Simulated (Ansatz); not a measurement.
**BaTiO3 under changes of volume**

One of the cells (12.858 Å³/atom); the others are scaled copies at fixed shape and fractional positions:

```
Ba Ti O
1.0
     4.00600    0.00000    0.00000
     0.00000    4.00600    0.00000
     0.00000    0.00000    4.00600
Ba Ti O
1 1 3
Direct
  0.50000 0.50000 0.50000
  0.00000 0.00000 0.00000
  0.00000 0.00000 0.50000
  0.00000 0.50000 0.00000
  0.50000 0.00000 0.00000
```

- Program: Ansatz 0.2.0
- Functional: PBE
- Potentials or basis: Ansatz PAW
- Cutoff: 420 eV (not typed: the program's choice for these potentials)
- k mesh: 7 × 7 × 7
- Occupations: fermi-dirac, width 0.05 eV
- Spin: no spin polarisation

```csv
volume (Å³/atom),energy over the lowest point (meV/atom),pressure (GPa),gap on the mesh (eV)
12.086,35.44,13.8,1.97
12.343,17.09,9.3,1.96
12.601,?,?,?
12.858,0.00,1.7,1.87
13.115,0.00,-1.6,1.82
13.372,4.86,-4.5,1.78
13.629,14.17,-7.1,1.73
```

Q: What does the run at 12.601 Å³/atom give?

A: Energy over the lowest point 5.46 meV/atom; pressure 5.3 GPa; gap on the mesh 1.91 eV.

Worked out: A Birch-Murnaghan fit of order 3 (a polynomial in V^(-2/3)) to the other rows has its minimum at 12.99 Å³/atom with B0 = V·E''(V) = 163 GPa and B' = 4.4. It gives 5.48 meV/atom at 12.601 Å³/atom, against the run's 5.46, and -dE/dV = 5.2 GPa, against 5.3. A parabola through the other rows of the gap, of slope -1.85 eV per unit of ln V there, gives 1.91 eV, against the run's 1.91.

Energies are extrapolated to zero smearing.

Caveats: odd divisions of the mesh miss points on the zone boundary, where band edges often lie, so the gap on the mesh can be too wide; spin-orbit coupling is left out, which moves the levels of the heavy elements.

A mesh can miss the band edges.
